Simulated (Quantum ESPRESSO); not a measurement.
Ti in Quantum ESPRESSO: the effect of functional

The system is Ti.

```
Ti
1.0
     2.95000    0.00000    0.00000
    -1.47500    2.55477    0.00000
     0.00000    0.00000    4.68000
Ti
2
Direct
  0.66667 0.33333 0.75000
  0.33333 0.66667 0.25000
```

Alike in all runs:

* Program: Quantum ESPRESSO 7.5
* Task: phonons
* Cutoff: 1143 eV
* Density cutoff: 4572 eV
* k mesh: 8 × 8 × 5
* Occupations: cold, width 0.2 eV
* Spin: no spin polarisation

Each run relaxes the cell or the atoms first.

Question: One run gave: relaxed volume 17.81 Å³/atom; highest phonon frequency 161 cm⁻¹. Which functional did it use?
A. PW91
B. BLYP
C. LDA
D. vdW-DF-cx
E. WC

Answer: B.

```tsv
functional	potentials or basis	relaxed volume (Å³/atom)	highest phonon frequency (cm⁻¹)
LDA	PseudoDojo 0.4.1 SR LDA standard	16.12	202
PBE	PseudoDojo 0.4.1 SR PBE standard	17.40	180
PBEsol	PseudoDojo 0.4.1 SR PBEsol standard	16.73	193
BLYP	PseudoDojo 0.4.1 SR PBE standard	17.81	161
PW91	PseudoDojo 0.4.1 SR PBE standard	17.31	176
WC	PseudoDojo 0.4.1 SR PBE standard	16.76	192
vdW-DF-cx	PseudoDojo 0.4.1 SR PBE standard	16.79	194
```

Caveats: the mesh is thin for the phonons of a metal; the potentials were made for another functional, which shifts forces and pressure (some runs); before the sum rule the acoustic modes lie tens of cm⁻¹ from zero, a sign that the density grid also shifts the optical modes (some runs).

Not every run made on this cell is shown here.
